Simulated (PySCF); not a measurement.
Runs of PySCF 2.14.0 on ZnSe (Stilleite). Symmetry: F-43m, No. 216, cubic system. The conventional cell has a = 5.668 Å, b = 5.668 Å, c = 5.668 Å, α = 90.00°, β = 90.00°, γ = 90.00°. Around Se (site symmetry -43m) lie 4 Zn at 2.45 Å. Zn (site symmetry -43m) is surrounded by 4 Se at 2.45 Å. 

```tsv
task	level	potentials or basis	spin	k mesh	symmetry	exponents discarded below (exp_to_discard)	conv_tol	max_cycle	relativity	mesh quality	gap on the mesh (eV)
single point	LDA	pob-dzvp-rev2 (all-electron)	non-collinear, zero start, SOC	2 × 2 × 2	no	0.1 1/bohr^2	1e-07 Ha	60	X2C with spin-orbit coupling	coarse	2.12
single point	LDA	pob-dzvp-rev2 (all-electron)	off	2 × 2 × 2	no	0.1 1/bohr^2	1e-07 Ha	60	scalar (spin-free X2C)	coarse	2.24
density of states	PBE	DZVP-MOLOPT-SR/GTH-PBE (potentials made for PBE)	off	8 × 8 × 8	yes	0.02 1/bohr^2	1e-07 Ha	60	-	not flagged	1.30
single point	LDA	pob-dzvp-rev2 (all-electron)	off	2 × 2 × 2	no	0.1 1/bohr^2	1e-07 Ha	60	none	coarse	(a)
```

Alike in all rows: cell as given; smearing fermi-dirac 0.05 eV.

Problem. Fill in the values left out.

Solution. (a) 2.89.

Caveats: some runs use coarse meshes; the basis of atomic orbitals isn't converged, which shifts pressures, moduli and gaps; the default atom-centred grid shifts energies of crystals by up to some 10 meV an atom and pressures by some 0.5 GPa (some runs); relativity is left out, which matters for the heavier elements (some runs).

A k mesh can miss the band edges, and rows without SOC leave out spin-orbit coupling on Se.

A gap of «none» marks a metal or a gap under the smearing width.

The runs don't all hold the same shells in valence.
